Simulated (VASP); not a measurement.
# GaN: input slips in a relaxation and what they do

Aim: see how common mistakes in a VASP relaxation show up, on GaN. The starting structure is a measured crystal structure from the Crystallography Open Database. The first relaxation on each setting starts from this cell expanded by 3 % in volume.

Calculated with VASP 6.6.1; Kohn-Sham DFT with plane waves and PAW; PBEsol.

## Step 1: The structure

Symmetry: P6_3mc, No. 186, hexagonal system. Conventional cell: a = 3.197 Å, b = 3.197 Å, c = 5.207 Å, α = 90.00°, β = 90.00°, γ = 120.00°. Nearest to Ga lie 4 N at 1.95 to 1.97 Å. N has 4 Ga at 1.95 to 1.97 Å nearest. Farther neighbours and most contacts between anions are not listed.

## Step 2: Reference relaxation

This run starts from the cell of an earlier relaxation, which isn't shown; the restart sets up the plane waves anew.

INCAR

```
SYSTEM = GaN
PREC = Accurate
ENCUT = 520
EDIFF = 1E-06
NELM = 100
ISMEAR = 0
SIGMA = 0.03
LREAL = .FALSE.
ALGO = Normal
GGA = PS
NBANDS = 24
LORBIT = 11
LWAVE = .FALSE.
LCHARG = .FALSE.
KPAR = 8
IBRION = 2
NSW = 50
ISIF = 3
EDIFFG = -0.006
```

POSCAR

```
GaN
1.0
    3.1809055723      0.0000000000      0.0000000000
   -1.5904527861      2.7547450326      0.0000000000
    0.0000000000      0.0000000000      5.1813694618
Ga N
2 2
Direct
    0.3333333333      0.6666666667      0.0916495539
    0.6666666667      0.3333333333      0.5916495539
    0.3333333333      0.6666666667      0.4683504461
    0.6666666667      0.3333333333      0.9683504461
```

KPOINTS

```
Automatic mesh
0
Gamma
9 9 4
0 0 0
```

The projector-augmented-wave data sets are Ga_d and N (PBE family, release 64).

Command:

```bash
$ mpirun -np 8 vasp_std
```

Log:

```text
[banner, memory and clock lines left out]
running    8 mpi-ranks, on    1 nodes
 distrk:  each k-point on    1 cores,    8 groups
 distr:  one band on    1 cores,    1 groups

 POSCAR found type information on POSCAR GaN
 POSCAR found :  2 types and       4 ions
|                                                                             |
|           W    W    AA    RRRRR   N    N  II  N    N   GGGG   !!!           |
|           W    W   A  A   R    R  NN   N  II  NN   N  G    G  !!!           |
|           W    W  A    A  R    R  N N  N  II  N N  N  G       !!!           |
|           W WW W  AAAAAA  RRRRR   N  N N  II  N  N N  G  GGG   !            |
|           WW  WW  A    A  R   R   N   NN  II  N   NN  G    G                |
|           W    W  A    A  R    R  N    N  II  N    N   GGGG   !!!           |
|                                                                             |
|     For optimal performance we recommend to set                             |
|       NCORE = 2 up to number-of-cores-per-socket                            |
|     NCORE specifies how many cores store one orbital (NPAR=cpu/NCORE).      |
|     This setting can greatly improve the performance of VASP for DFT.       |
|     The default, NCORE=1 might be grossly inefficient on modern             |
|     multi-core architectures or massively parallel machines. Do your        |
|     Unfortunately you need to use the default for GW and RPA                |
|     calculations (for HF NCORE is supported but not extensively tested      |
|     yet).                                                                   |
|                                                                             |

|                                                                             |
|               ----> ADVICE to this user running VASP <----                  |
|                                                                             |
|     You enforced a specific xc type in the INCAR file but a different       |
|     [... a line on the potential file left out ...]
|     I HOPE YOU KNOW WHAT YOU ARE DOING!                                     |
|                                                                             |

 LDA part: xc-table for (Slater+PW92), standard interpolation
 POSCAR, INCAR and KPOINTS ok, starting setup
 FFT: planning ... GRIDC
 FFT: planning ... GRID_SOFT
 FFT: planning ... GRID
 WAVECAR not read
 entering main loop
       N       E                     dE             d eps       ncg     rms          rms(c)
DAV:   1     0.269910697073E+03    0.26991E+03   -0.18171E+04  1904   0.281E+03
DAV:   2     0.286242920978E+01   -0.26705E+03   -0.25553E+03  1936   0.521E+02
DAV:   3    -0.289288223278E+02   -0.31791E+02   -0.31531E+02  2096   0.144E+02
DAV:   4    -0.299040277383E+02   -0.97521E+00   -0.97351E+00  2184   0.281E+01
DAV:   5    -0.299193634249E+02   -0.15336E-01   -0.15334E-01  2080   0.321E+00    0.102E+01
DAV:   6    -0.262520508772E+02    0.36673E+01   -0.11008E+01  3008   0.527E+01    0.307E+00
DAV:   7    -0.263169138026E+02   -0.64863E-01   -0.13980E+00  1832   0.899E+00    0.264E+00
DAV:   8    -0.262934069779E+02    0.23507E-01   -0.22827E-01  2928   0.629E+00    0.975E-01
DAV:   9    -0.262715456768E+02    0.21861E-01   -0.84490E-02  2896   0.477E+00    0.310E-01
DAV:  10    -0.262723140468E+02   -0.76837E-03   -0.46424E-03  1992   0.643E-01    0.804E-02
DAV:  11    -0.262721313536E+02    0.18269E-03   -0.12142E-03  2728   0.636E-01    0.362E-02
DAV:  12    -0.262721443264E+02   -0.12973E-04   -0.13398E-04  1864   0.817E-02    0.438E-02
DAV:  13    -0.262721622365E+02   -0.17910E-04   -0.21596E-05  2416   0.438E-02    0.728E-02
DAV:  14    -0.262721974662E+02   -0.35230E-04   -0.34297E-05  2648   0.542E-02    0.116E-01
DAV:  15    -0.262721444863E+02    0.52980E-04   -0.44521E-04  2912   0.246E-01    0.463E-02
DAV:  16    -0.262721600005E+02   -0.15514E-04   -0.57872E-05  2192   0.558E-02    0.774E-02
DAV:  17    -0.262721443373E+02    0.15663E-04   -0.16020E-05  2072   0.499E-02    0.461E-02
DAV:  18    -0.262721387454E+02    0.55919E-05   -0.13437E-05  2720   0.333E-02    0.215E-02
DAV:  19    -0.262721377761E+02    0.96930E-06   -0.39788E-06  1976   0.187E-02
   1 F= -.26272138E+02 E0= -.26272138E+02  d E =-.262721E+02
 curvature:   0.00 expect dE= 0.000E+00 dE for cont linesearch  0.000E+00
 trial: gam= 0.00000 g(F)=  0.140E-05 g(S)=  0.970E-05 ort = 0.000E+00 (trialstep = 0.100E+01)
 search vector abs. value=  0.111E-04
 bond charge predicted
       N       E                     dE             d eps       ncg     rms          rms(c)
DAV:   1    -0.262722042997E+02   -0.65554E-04   -0.12509E-03  2352   0.641E-01    0.511E-02
DAV:   2    -0.262721581682E+02    0.46132E-04   -0.16498E-04  2360   0.260E-01    0.248E-02
DAV:   3    -0.262721419619E+02    0.16206E-04   -0.26204E-05  2840   0.112E-01    0.571E-03
DAV:   4    -0.262721409028E+02    0.10591E-05   -0.76229E-06  1880   0.253E-02    0.197E-03
DAV:   5    -0.262721408573E+02    0.45429E-07   -0.39845E-07   992   0.652E-03
   2 F= -.26272141E+02 E0= -.26272141E+02  d E =-.308126E-05
 trial-energy change:   -0.000003  1 .order   -0.000002   -0.000011    0.000008
 step:   0.5934(harm=  0.5934)  dis= 0.00008  next Energy=   -26.272141 (dE=-0.329E-05)
 reached required accuracy - stopping structural energy minimisation
```

Elapsed: 6.4 s, on 8 MPI ranks of Intel Xeon 6975P-C (Granite Rapids), shared host; peak memory 1.5 GiB; 37 s of CPU time.

Lines that name or quote the potential files are left out of all logs, and their timing lines are given in words.

From OUTCAR (step 2):

```text
ion  position               nearest neighbor table
   1  0.333  0.667  0.092-   4 1.94   4 1.94   4 1.94   3 1.95
   2  0.667  0.333  0.592-   3 1.94   3 1.94   3 1.94   4 1.95
   3  0.333  0.667  0.468-   2 1.94   2 1.94   2 1.94   1 1.95
   4  0.667  0.333  0.968-   1 1.94   1 1.94   1 1.94   2 1.95

  LATTYP: Found a hexagonal cell.
 ALAT       =     3.1809055723
 C/A-ratio  =     1.6288976029

 Subroutine GETGRP returns: Found 12 space group operations
 (whereof  6 operations were pure point group operations)

The static configuration has the point symmetry C_3v.
 The point group associated with its full space group is C_6v.

 Found     36 irreducible k-points:

   k-points           NKPTS =     36   k-points in BZ     NKDIM =     36   number of bands    NBANDS=     24

   dimension x,y,z NGX =    24 NGY =   24 NGZ =   40
   dimension x,y,z NGXF=    48 NGYF=   48 NGZF=   80

   ENCUT  =  520.0 eV  38.22 Ry    6.18 a.u.   5.91  5.91  9.63*2*pi/ulx,y,z

   NELECT =      36.0000    total number of electrons

 k-points in reciprocal lattice and weights: Automatic mesh
   0.00000000  0.00000000  0.00000000       0.003
   0.11111111  0.00000000  0.00000000       0.019
   0.22222222  0.00000000  0.00000000       0.019
   0.33333333 -0.00000000  0.00000000       0.019
   0.44444444  0.00000000  0.00000000       0.019
   0.11111111  0.11111111  0.00000000       0.019
   0.22222222  0.11111111  0.00000000       0.037
   0.33333333  0.11111111  0.00000000       0.037
   0.44444444  0.11111111  0.00000000       0.019
[...]
0.33333333  0.22222222  0.50000000       0.037
   0.33333333  0.33333333  0.50000000       0.006

 average (electrostatic) potential at core
       1 -63.2462       2 -63.2462       3 -62.0890       4 -62.0890

 E-fermi :   5.4404

 k-point     1 :       0.0000    0.0000    0.0000
  band No.  band energies     occupation
    ...
     14       4.1993      2.00000
     15       4.1993      2.00000
     16       5.2062      2.00000
     17       5.2498      2.00000
     18       5.2498      2.00000
     19       7.1541      0.00000
     20       9.4717      0.00000
     21      14.3742      0.00000
     22      15.0797      0.00000
     23      15.0797      0.00000
    ...

 k-point     2 :       0.1111    0.0000    0.0000
  band No.  band energies     occupation
    ...
     14       3.3206      2.00000
     15       3.9446      2.00000
     16       4.2674      2.00000
     17       5.0817      2.00000
     18       5.1374      2.00000
     19       8.0410      0.00000
     20      10.1949      0.00000
     21      13.9525      0.00000
     22      14.3819      0.00000
     23      15.3939      0.00000
    ...

 k-point     3 :       0.2222    0.0000    0.0000
  band No.  band energies     occupation
    ...
     14       1.6084      2.00000
     15       2.7394      2.00000
     16       3.3817      2.00000
     17       4.6742      2.00000
     18       4.8335      2.00000
     19       9.2515      0.00000
     20      11.1061      0.00000
     21      12.7757      0.00000
     22      13.8097      0.00000
     23      15.3664      0.00000
    ...

  Total       -0.0205088     -0.0205088     -0.0196978     -0.0000000     -0.0000000      0.0000000
  in kB       -0.7234094     -0.7234094     -0.6948036     -0.0000000     -0.0000000      0.0000000
  external PRESSURE =      -0.7138741 kB  Pullay stress =       0.0000000 kB

  energy-cutoff  :      520.00
  volume of cell :       45.42
      direct lattice vectors                 reciprocal lattice vectors
     3.181071172  0.000000000  0.000000000     0.314359518  0.181495552  0.000000000
    -1.590535586  2.754888446  0.000000000    -0.000000000  0.362991105  0.000000000
     0.000000000  0.000000000  5.183099776     0.000000000 -0.000000000  0.192934739

 POSITION                                       TOTAL-FORCE (eV/Angst)
 -----------------------------------------------------------------------------------
     -0.00000      1.83659      0.47516        -0.000000     -0.000000      0.002139
      1.59054      0.91830      3.06671        -0.000000      0.000000      0.002139
     -0.00000      1.83659      2.42738         0.000000      0.000000     -0.002139
      1.59054      0.91830      5.01893         0.000000     -0.000000     -0.002139
 -----------------------------------------------------------------------------------
    total drift:                               -0.000001     -0.000002     -0.000389

  FREE ENERGIE OF THE ION-ELECTRON SYSTEM (eV)
  ---------------------------------------------------
  free  energy   TOTEN  =       -26.2721408573 eV

  energy  without entropy=      -26.2721408573  energy(sigma->0) =      -26.27214086

 reached required accuracy - stopping structural energy minimisation

 total charge
# of ion       s       p       d       tot
------------------------------------------
    1        0.790   0.910  10.184  11.885
    2        0.790   0.910  10.184  11.885
    3        1.217   2.512   0.000   3.729
    4        1.217   2.512   0.000   3.729
--------------------------------------------------
tot          4.015   6.845  20.369  31.228

[... 3 further parts left out ...]
```

CONTCAR:

```
GaN
   1.00000000000000
     3.1810711723757956    0.0000000000000030    0.0000000000000000
    -1.5905355861378925    2.7548884464724983    0.0000000000000000
     0.0000000000000000    0.0000000000000000    5.1830997757985395
  Ga              N
     2     2
Direct
     0.3333333332999970    0.6666666667000030    0.0916746119892367
     0.6666666667000030    0.3333333332999970    0.5916746119892367
     0.3333333332999970    0.6666666667000030    0.4683253880107585
     0.6666666667000030    0.3333333332999970    0.9683253880107585
```

The PAW data sets were made with PBE, which is usual practice but a small mismatch for other functionals. The run keeps the 12 symmetry operations of its start, so it cannot find a distortion of lower symmetry.

The reference relaxation ends at 11.356 Å³ an atom. Pressures at 0.985 and 1.015 times this volume, from two more relaxations that aren't shown, give a bulk modulus of 188.3 GPa.

## Step 3: Relaxation with a k mesh far too coarse

A slip made on purpose: a k mesh far too coarse. Against step 2 the input has a 2×2×2 mesh (also changed: NELM, NCORE and KPAR).

INCAR: that of step 2 with these lines changed.

```diff
@@ -4,3 +4,3 @@
 EDIFF = 1E-06
-NELM = 100
+NELM = 60
 ISMEAR = 0
@@ -14,3 +14,3 @@
 LCHARG = .FALSE.
-KPAR = 8
+NCORE = 8
 IBRION = 2
```

POSCAR

```
GaN
1.0
    3.2288575044      0.0000000000      0.0000000000
   -1.6144287522      2.7962726240      0.0000000000
    0.0000000000      0.0000000000      5.2585578085
Ga N
2 2
Direct
    0.3333333333      0.6666666667      0.0912000000
    0.6666666667      0.3333333333      0.5912000000
    0.3333333333      0.6666666667      0.4688000000
    0.6666666667      0.3333333333      0.9688000000
```

KPOINTS

```
Automatic mesh
0
Gamma
2 2 2
0 0 0
```

Command:

```bash
$ mpirun -np 8 vasp_std
```

Log:

```text
[banner, memory and clock lines left out]
running    8 mpi-ranks, on    1 nodes
[...]
[... a notice as in an earlier step ...]

 [... a notice as in an earlier step ...]

 LDA part: xc-table for (Slater+PW92), standard interpolation
 POSCAR, INCAR and KPOINTS ok, starting setup
[...]
entering main loop
       N       E                     dE             d eps       ncg     rms          rms(c)
DAV:   1     0.283775931144E+03    0.28378E+03   -0.18206E+04   192   0.276E+03
DAV:   2     0.741667203394E+01   -0.27636E+03   -0.26371E+03   200   0.519E+02
DAV:   3    -0.276574777652E+02   -0.35074E+02   -0.34726E+02   232   0.147E+02
DAV:   4    -0.287714371951E+02   -0.11140E+01   -0.11121E+01   264   0.288E+01
[...]
DAV:  12    -0.245492923097E+02   -0.11149E-04   -0.10730E-04   208   0.748E-02    0.180E-02
DAV:  13    -0.245492928967E+02   -0.58694E-06   -0.17905E-05   248   0.628E-02    0.403E-03
DAV:  14    -0.245492931915E+02   -0.29480E-06   -0.42337E-06   208   0.173E-02
   1 F= -.24549293E+02 E0= -.24549293E+02  d E =-.245493E+02
[... from here on, the cycles between the ionic steps are left out ...]
   2 F= -.24567713E+02 E0= -.24567713E+02  d E =-.184198E-01
   3 F= -.24611084E+02 E0= -.24611084E+02  d E =-.617907E-01
   4 F= -.24611079E+02 E0= -.24611079E+02  d E =-.617855E-01
   5 F= -.24615015E+02 E0= -.24615015E+02  d E =-.393664E-02
   6 F= -.24615621E+02 E0= -.24615621E+02  d E =-.454185E-02
   7 F= -.24615642E+02 E0= -.24615642E+02  d E =-.456318E-02
   8 F= -.24615836E+02 E0= -.24615836E+02  d E =-.193699E-03
   9 F= -.24615946E+02 E0= -.24615946E+02  d E =-.304361E-03
  10 F= -.24615945E+02 E0= -.24615945E+02  d E =-.302682E-03
[...]
reached required accuracy - stopping structural energy minimisation
```

It took 3 s on 8 MPI ranks; peak memory 0.81 GiB.

Parts of OUTCAR (step 3):

```text
  Total        0.0237156      0.0237156     -0.0095630      0.0000000      0.0000000      0.0000000
  in kB        0.8293297      0.8293297     -0.3344159      0.0000000      0.0000000      0.0000000
  external PRESSURE =       0.4414145 kB  Pullay stress =       0.0000000 kB

 POSITION                                       TOTAL-FORCE (eV/Angst)
 -----------------------------------------------------------------------------------
     -0.00000      1.86261      0.45839         0.000000      0.000000      0.005613
      1.61307      0.93131      2.99989        -0.000000     -0.000000      0.005613
     -0.00000      1.86261      2.38809         0.000000     -0.000000     -0.005613
      1.61307      0.93131      4.92959        -0.000000     -0.000000     -0.005613
 -----------------------------------------------------------------------------------
    total drift:                               -0.000001     -0.000002      0.004824

  FREE ENERGIE OF THE ION-ELECTRON SYSTEM (eV)
  ---------------------------------------------------
  free  energy   TOTEN  =       -24.6159445831 eV

  energy  without entropy=      -24.6159445831  energy(sigma->0) =      -24.61594458

[... 1 part as in an earlier step ...]

[... 3 further parts left out ...]
[key lines of the parts left out:]
E-fermi :   5.6826
```

Logs of long relaxations may skip ionic steps without a mark.

With a k mesh far too coarse the cell ends at 11.454 Å³ an atom, +0.87 % from the reference, a by +1.4 % and c by -1.9 %; the bulk modulus is 182.1 GPa against 188.3 GPa.

## Step 4: Relaxation with the cell held fixed (ISIF = 2)

A slip made on purpose: the cell held fixed (ISIF = 2). Against step 2 the input has ISIF = 2 (also changed: NELM).

INCAR: that of step 3 with these lines changed.

```diff
@@ -14,6 +14,6 @@
 LCHARG = .FALSE.
-NCORE = 8
+KPAR = 8
 IBRION = 2
 NSW = 50
-ISIF = 3
+ISIF = 2
 EDIFFG = -0.006
```

POSCAR is that of step 3.

KPOINTS

```
Automatic mesh
0
Gamma
9 9 4
0 0 0
```

Command:

```bash
$ mpirun -np 8 vasp_std
```

Log:

```text
[banner, memory and clock lines left out]
running    8 mpi-ranks, on    1 nodes
[...]
[... a notice as in an earlier step ...]

 [... a notice as in an earlier step ...]

 LDA part: xc-table for (Slater+PW92), standard interpolation
 POSCAR, INCAR and KPOINTS ok, starting setup
[...]
entering main loop
       N       E                     dE             d eps       ncg     rms          rms(c)
DAV:   1     0.278005700051E+03    0.27801E+03   -0.18122E+04  1816   0.273E+03
DAV:   2     0.469141628349E+01   -0.27331E+03   -0.26092E+03  1936   0.520E+02
DAV:   3    -0.286106582748E+02   -0.33302E+02   -0.33034E+02  2048   0.145E+02
DAV:   4    -0.297055410109E+02   -0.10949E+01   -0.10929E+01  2240   0.298E+01
[...]
DAV:  16    -0.262220847546E+02    0.13710E-04   -0.11126E-05  2016   0.341E-02    0.518E-02
DAV:  17    -0.262220763090E+02    0.84456E-05   -0.18989E-05  2624   0.371E-02    0.203E-02
DAV:  18    -0.262220755452E+02    0.76384E-06   -0.51539E-06  2288   0.178E-02
   1 F= -.26222076E+02 E0= -.26222076E+02  d E =-.262221E+02
[...]
N       E                     dE             d eps       ncg     rms          rms(c)
DAV:   1    -0.262220756729E+02    0.63609E-06   -0.60130E-02  1744   0.174E+00    0.298E-02
DAV:   2    -0.262222443352E+02   -0.16866E-03   -0.17723E-03  2200   0.366E-01    0.137E-02
DAV:   3    -0.262222451701E+02   -0.83488E-06   -0.51123E-05  2136   0.636E-02    0.781E-03
DAV:   4    -0.262222439184E+02    0.12516E-05   -0.62300E-06  2176   0.286E-02    0.178E-03
DAV:   5    -0.262222441144E+02   -0.19598E-06   -0.17959E-06  1496   0.103E-02
   2 F= -.26222244E+02 E0= -.26222244E+02  d E =-.168569E-03
 trial-energy change:   -0.000169  1 .order   -0.000167   -0.000320   -0.000014
 step:   1.0468(harm=  1.0468)  dis= 0.00206  next Energy=   -26.222243 (dE=-0.167E-03)
 reached required accuracy - stopping structural energy minimisation
```

Wall time 4.8 s (8 MPI ranks); peak memory 1.6 GiB; 34 s of CPU time.

OUTCAR, selected parts (step 4):

```text
  Total       -2.2610453     -2.2610453     -2.2268942      0.0000000      0.0000000      0.0000000
  in kB      -76.3000473    -76.3000473    -75.1476012      0.0000000      0.0000000      0.0000000
  external PRESSURE =     -75.9158986 kB  Pullay stress =       0.0000000 kB

 POSITION                                       TOTAL-FORCE (eV/Angst)
 -----------------------------------------------------------------------------------
     -0.00000      1.86418      0.48155         0.000000     -0.000000      0.001821
      1.61443      0.93209      3.11082        -0.000000      0.000000      0.001821
     -0.00000      1.86418      2.46325         0.000000      0.000000     -0.001821
      1.61443      0.93209      5.09253        -0.000000      0.000000     -0.001821
 -----------------------------------------------------------------------------------
    total drift:                               -0.000001     -0.000001      0.001693

  FREE ENERGIE OF THE ION-ELECTRON SYSTEM (eV)
  ---------------------------------------------------
  free  energy   TOTEN  =       -26.2222441144 eV

  energy  without entropy=      -26.2222441144  energy(sigma->0) =      -26.22224411

[... 2 parts as in an earlier step ...]

[... 2 further parts left out ...]
[key lines of the parts left out:]
E-fermi :   4.9562
```

With the cell held fixed (ISIF = 2) the cell ends at 11.870 Å³ an atom, +4.53 % from the reference.

(Part 1 of 2 ends here.)

[Lines on the potential files, build, host, timing and source positions are cut from VASP's logs without a mark.]

[Logs are printed without paths, hosts, clocks, repeated set-up lines and the standing remarks that a program may print on its own settings, such as how far it seeks lower states.]

[Hosts, paths, dates, database ids (printed as entryN), source tags and the programs' standing remarks are cut or masked in the printed files.]
